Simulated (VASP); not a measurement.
Runs of VASP 6.6.1 on Cu. It takes space group I4/mmm (No. 139, tetragonal). Conventional cell: a = 2.886 Å, b = 2.886 Å, c = 2.752 Å, α = 90.00°, β = 90.00°, γ = 90.00°. Cu (site symmetry 4/mmm) has 10 Cu at 2.46 to 2.75 Å as nearest neighbours. This isn't the form of Cu at room conditions, which is fcc.

| task | level | potentials or basis | cell | k mesh | cutoff (eV) | mesh quality | gap on the mesh (eV) | pressure (GPa) | relaxed volume (Å³/atom) |
| --- | --- | --- | --- | --- | --- | --- | --- | --- | --- |
| relaxation of cell and atoms | RPBE | VASP PAW PBE potentials, release 64 (Cu) | relaxed | 20 × 20 × 20 | 600 | not flagged | none | 0.0 | 12.52 |
| relaxation of cell and atoms | PBEsol | VASP PAW PBE potentials, release 64 (Cu) | relaxed | 8 × 8 × 8 | 600 | coarse | none | 0.0 | 11.42 |
| relaxation of cell and atoms | PBEsol | VASP PAW PBE potentials, release 64 (Cu) | relaxed | 20 × 20 × 20 | 600 | not flagged | none | 0.0 | 11.41 |
| relaxation of cell and atoms | LDA | VASP PAW LDA potentials, release 64 (Cu) | relaxed | 20 × 20 × 20 | 600 | not flagged | none | 0.0 | 10.99 |
| single point | PBEsol | VASP PAW PBE potentials, release 64 (Cu) | as given | 20 × 20 × 20 | 520 | not flagged | none | -0.5 | - |
| relaxation of cell and atoms | PBE+D3(BJ) | VASP PAW PBE potentials, release 64 (Cu) | relaxed | 20 × 20 × 20 | 600 | not flagged | none | 0.0 | (a) |
| relaxation of cell and atoms | PBEsol | VASP PAW PBE potentials, release 64 (Cu) | relaxed | 20 × 20 × 20 | 580 | not flagged | none | 0.0 | 11.42 |
| relaxation of cell and atoms | PBE | VASP PAW PBE potentials, release 64 (Cu) | relaxed | 20 × 20 × 20 | 600 | not flagged | none | 0.0 | (b) |

Alike in all rows: no spin polarisation; smearing gaussian 0.1 eV.

Estimate the missing entries.

(a) 11.40; (b) 12.06.

Caveats: some runs use coarse meshes; the PAW data sets were made with another functional, which shifts forces and pressure a little (some runs); pairwise dispersion overbinds metals, which lowers pressure and volume (some runs).

A gap of «none» marks a metal or a gap under the smearing width.
